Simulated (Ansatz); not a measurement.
We consider zinc-blende ZnTe, described by Hartree–Fock (PAW; Ansatz, a quantum-chemistry and plane-wave program).

Numerical settings: plane-wave cutoff 460 eV, 8×8×8 k mesh, Fermi–Dirac smearing 0.01 eV, scalar-relativistic PAW data made under PBE.

Pressure at four volumes; x = ln(V/32.038 Å³). One pressure is withheld.

| V (Å³/atom) | x | P (GPa) |
|---|---|---|
| 30.436 | -0.0513 | 2.43 |
| 32.038 | 0.0000 | -0.03 |
| 32.839 | 0.0247 | -1.05 |
| 33.640 | 0.0488 | ? |

Q: Pass a parabola P(x) through the three rows shown, estimate the bulk modulus and its pressure derivative near zero pressure, and predict the withheld pressure.

A: Slopes between the rows: (-0.03 − (2.43))/(0.0000 − (-0.0513)) = -47.95 and (-1.05 − (-0.03))/(0.0247 − (0.0000)) = -41.30 GPa. Their difference over the span 0.0760 is c = 6.65/0.0760 = 87.5 GPa, so P(x) = 2.43 + (-47.95)(x − (-0.0513)) + 87.5 (x − (-0.0513))(x − (0.0000)). At the middle row B = −dP/dx = −[-47.95 + 87.5 × 0.0513] = 43.5 GPa, and B′ = dB/dP = 2c/B = 4.0. At x = 0.0488 the parabola gives -1.94 GPa; the run gives -1.94 GPa. The Birch–Murnaghan fit to the energies at all volumes has B0 = 43.5 GPa and B′ = 4.0.

Measured, for comparison: bulk modulus 51 ± 3 GPa (room temperature, no zero-point or thermal correction; as tabulated in Determination of phase transition pressures of ZnTe under quasihydrostatic …). Computed (rounded) less measured: bulk modulus -15 %.

Note: the cell is over a tenth larger than the published one: the level's own overestimate first of all, though another phase or state, or a fault of the published cell, is possible.

Spin–orbit coupling is not included.
